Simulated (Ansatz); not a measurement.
**Field gradients against strain in ZnO**

```yaml
crystal:
  lattice:
    - [3.24940, 0.00000, 0.00000]
    - [-1.62470, 2.81406, 0.00000]
    - [0.00000, 0.00000, 5.20380]
  atoms:
    - { symbol: Zn, position: [0.33333, 0.66667, 0.00000] }
    - { symbol: Zn, position: [0.66667, 0.33333, 0.50000] }
    - { symbol: O, position: [0.33333, 0.66667, 0.38210] }
    - { symbol: O, position: [0.66667, 0.33333, 0.88210] }
```

Atoms are numbered in the order listed.

The cell comes from COD entry 9004178, which wasn't checked; take it as a given geometry.

Level of theory: DFT, LDA, all-electron PAW with datasets made for the crystal, scalar-relativistic in Ansatz 0.2.0.

Sampling and basis: a Γ-centred 11×11×6 k mesh, Fermi–Dirac smearing of 0.02 eV, cutoff 460 eV (chosen by the program for this cell), no spin polarisation.

The strain is applied along the Cartesian axes of the cell as listed (the other components stay zero). Fractional coordinates are held (clamped ions).

The columns are Cartesian components of the electric field gradient at the nuclei, in 10²¹ V/m².

Only quantities that a quadratic follows smoothly over the whole series are listed; rougher ones are left out.

```
    εzz  Vzz at Zn1  Vzz at O3
-0.0100        0.28      -0.45
 0.0000        0.71      -0.34
 0.0200        1.52      -0.13
 0.0300        1.90      -0.02
```

(1) Fit the series and give the gradient–strain slopes.

(2) One run, at εzz = 0.0100, is withheld. Predict its row.

## Answers

(1) Least-squares fits y = p0 + p1 x + p2 x² to the rows give Vzz at Zn1: p1 = 42.2, p2 = -83; Vzz at O3: p1 = 10.7, p2 = -4.8e-13. The slopes p1 are in 10²¹ V/m² per unit strain, for clamped ions.

(2) The fits give 1.12, -0.23; the run gave 1.13, -0.23.
